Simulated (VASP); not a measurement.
# Co₈H: nudged elastic band

Co₈H, defect, 9 atoms in the cell. PBE, nudged elastic band; PAW potentials Co, H (PBE set).

Path: an interstitial H atom hops to the next site of its kind; Moving images: 1.

## Input

INCAR.step1:
```
PREC     = Normal         # precision mode
ENCUT    = 300            # plane-wave cutoff, eV
EDIFF    = 1E-6           # SCF threshold, eV
ISMEAR   = 1              # smearing method
SIGMA    = 0.1            # smearing width, eV
LREAL    = False          # projectors in reciprocal space
LASPH    = True           # aspherical terms in the spheres
NELM     = 100            # most SCF steps
ALGO     = Normal         # electronic algorithm
LWAVE    = False          # write WAVECAR
LCHARG   = False          # write CHGCAR
ISPIN    = 2              # spin polarisation
MAGMOM   = 2 2 2 2 2 2 2 2 0 # initial moments
LMAXMIX  = 4              # l up to which the mixer works
IBRION   = 2              # ionic algorithm
NSW      = 100            # ionic steps
ISIF     = 2              # what is computed and relaxed
EDIFFG   = -0.02          # ionic threshold
POTIM    = 0.5            # step
KPAR     = 8             
```

INCAR.step3, as INCAR.step1 but for:
```
- IBRION = 2
- ISIF = 2
- EDIFFG = -0.02
- POTIM = 0.5
+ IBRION = 1
+ POTIM = 0.3
+ EDIFFG = -0.05
+ SPRING = -5
+ IMAGES = 1
```

KPOINTS:
```
k-points
0
Gamma
  8 8 8
```

00/POSCAR:
```
Co8H
1.0
   -3.7079998548      2.1408147143      4.0211440800
    3.7079998548     -2.1408147143      4.0211440800
    1.2359999516      2.1408147143     -4.0211440800
Co H
8 1
Direct
    0.5336846507      0.7039396241      0.4918357168
    0.0418489338      0.2121039072      0.5081642832
    0.0426088971      0.7031383793      0.0000000000
    0.5413229488      0.2072953330      0.0000000000
    0.4663153494      0.2960603759      0.5081642832
    0.9581510662      0.7878960927      0.4918357168
    0.9573911030      0.2968616206      0.0000000000
    0.4586770513      0.7927046670      0.0000000000
    0.0000000000      0.0000000000      0.0000000000
```

01/POSCAR:
```
Co8H
1.0
   -3.7079998548      2.1408147143      4.0211440800
    3.7079998548     -2.1408147143      4.0211440800
    1.2359999516      2.1408147143     -4.0211440800
Co H
8 1
Direct
    0.5132309961      0.7010922432      0.4379776477
    0.0752856808      0.2631938145      0.5621340565
    0.0752686680      0.6990289879      0.0000804341
    0.5558031509      0.2217091049      0.0013880234
    0.4799138817      0.3118339355      0.5083005977
    0.9716086586      0.8035310205      0.4916949764
    0.9688607225      0.3046738460      0.0000020472
    0.4716783884      0.8075674650     -0.0000010985
   -0.1116501944     -0.1126304654     -0.0015767797
```

02/POSCAR:
```
Co8H
1.0
   -3.7079998548      2.1408147143      4.0211440800
    3.7079998548     -2.1408147143      4.0211440800
    1.2359999516      2.1408147143     -4.0211440800
Co H
8 1
Direct
    0.5656739018      0.7359288904      0.4918357792
    0.0738381224      0.2440931111      0.5081642208
    0.0746394244      0.7351689024      0.0000000000
    0.5704824523      0.2364548736      0.0000000000
    0.4817174331      0.3114624444      0.4918357792
    0.9898816539      0.8196266652      0.5081642208
    0.9850731034      0.3191006819      0.0000000000
    0.4809161313      0.8203866531      0.0000000000
   -0.2222222222     -0.2222222222      0.0000000000
```

POSCAR.step1:
```
Co8H
1.0
   -3.7079998548      2.1408147143      4.0211440800
    3.7079998548     -2.1408147143      4.0211440800
    1.2359999516      2.1408147143     -4.0211440800
Co H
8 1
Direct
    0.5416666667      0.7083333334      0.5000000000
    0.0416666666      0.2083333333      0.5000000000
    0.0416666667      0.7083333333      0.0000000000
    0.5416666667      0.2083333334      0.0000000000
    0.4583333334      0.2916666666      0.5000000000
    0.9583333334      0.7916666666      0.5000000000
    0.9583333334      0.2916666666      0.0000000000
    0.4583333334      0.7916666666      0.0000000000
    0.0000000000      0.0000000000      0.0000000000
```

POSCAR.step2:
```
Co8H
1.0
   -3.7079998548      2.1408147143      4.0211440800
    3.7079998548     -2.1408147143      4.0211440800
    1.2359999516      2.1408147143     -4.0211440800
Co H
8 1
Direct
    0.5416666667      0.7083333334      0.5000000000
    0.0416666666      0.2083333333      0.5000000000
    0.0416666667      0.7083333333      0.0000000000
    0.5416666667      0.2083333334      0.0000000000
    0.4583333334      0.2916666666      0.5000000000
    0.9583333334      0.7916666666      0.5000000000
    0.9583333334      0.2916666666      0.0000000000
    0.4583333334      0.7916666666      0.0000000000
   -0.2500000000     -0.2500000000      0.0000000000
```

Commands (each step's output is kept before the next begins):
```
cat potpaw_PBE.64/Co/POTCAR potpaw_PBE.64/H/POTCAR > POTCAR
cp INCAR.step1 INCAR
cp POSCAR.step1 POSCAR
mpirun -np 8 vasp_std > vasp.out
cp POSCAR.step2 POSCAR
mpirun -np 8 vasp_std > vasp.out
# 00 and 02 hold the relaxed ends; the images between are interpolated (pair-distance (IDPP))
cp INCAR.step3 INCAR
mpirun -np 8 vasp_std > vasp.out
```

## Result

- Barrier (eV): 0.678
- Barrier of the reverse step (eV): 0.678
- Energy of the second end over the first (eV): 0.000
- Top of the path (share of its length): 0.50
- Length of the path (Å): 1.92
- Steps of the band: 5
- Ionic steps, all stages: 15
- Electronic steps, all stages: 171

Energy along the relaxed band:

| Image | Distance along the path (Å) | Energy above the first end (eV) | Slope along the path (eV/Å) | Largest force across the path (eV/Å) |
|---|---|---|---|---|
| 0 | 0.000 | 0.000 | relaxed end |  |
| 1 | 0.958 | 0.678 | 0.001 | 0.032 |
| 2 | 1.916 | -0.000 | relaxed end |  |

The two ends have the same energy within 0.01 eV.

Limits: the cell holds 9 atoms, so the vacancy or interstitial meets its own images and the barrier isn't that of a lone defect; the atom stays on the straight, symmetric line between the sites, so the barrier is an upper bound: a way around it wasn't tried; a single image in the middle can't show two humps with a dip between them, and says nothing of the springs.

VASP 6.6.1 took 1198 s on 8 cores (AMD EPYC 7R43 (Zen 3)), a shared host.
